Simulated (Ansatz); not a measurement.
How far is PAW off for Sc?

```yaml
crystal:
  lattice:
    - [-1.83873, 1.83873, 1.83873]
    - [1.83873, -1.83873, 1.83873]
    - [1.83873, 1.83873, -1.83873]
  atoms:
    - { symbol: Sc, position: [0.00000, 0.00000, 0.00000] }
```

The conventional cell has a = 3.677 Å, b = 3.677 Å, c = 3.677 Å, α = 90.00°, β = 90.00°, γ = 90.00°. Around Sc (atom 1) lie 8 Sc at 3.18 Å.

The cell was built from the bcc type and relaxed in the same program, and has space group Im-3m; it needn't be a known or the stable phase.

Spin polarisation is left out, and whether a magnetic state lies lower isn't shown here.

Methods: DFT, PBE, PAW with Ansatz's default frozen-core files, scalar-relativistic (Ansatz 0.2.0); DFT, PBE, all-electron PAW with datasets made for the crystal, scalar-relativistic (Ansatz 0.2.0); DFT, PBE, all-electron LAPW, scalar-relativistic (Ansatz 0.2.0).

For PAW: a Γ-centred 13×13×13 k mesh, Fermi–Dirac smearing of 0.05 eV, cutoff 420 eV, no spin polarisation. The crystal-made all-electron datasets (AE datasets) take a cutoff of 220 eV at this cell. LAPW targets a basis error of 1 meV/atom. The Ansatz runs share mesh, smearing and spin set-up. Plane-wave (PAW) pressures include the program's estimate of the Pulay term.

Stress and pressure are positive in compression.

Levels count from the Fermi level.

```json
{"quantity": "pressure (GPa)", "PAW": "0.00", "AE datasets": "0.00", "LAPW": "0.00"}
{"quantity": "highest filled level at N (eV)", "PAW": "-1.767", "AE datasets": "-1.767", "LAPW": "-1.767"}
{"quantity": "lowest empty level at N (eV)", "PAW": "0.281", "AE datasets": "0.281", "LAPW": "0.281"}
{"quantity": "highest filled level at Γ (eV)", "PAW": "-5.215", "AE datasets": "-5.215", "LAPW": "-5.215"}
{"quantity": "lowest empty level at Γ (eV)", "PAW": "1.437", "AE datasets": "1.437", "LAPW": "1.437"}
```

PAW's pressure differs from the LAPW value by about 0.01 GPa or less. Datasets made for the crystal and LAPW share parts of one code, so their agreement isn't an independent check.
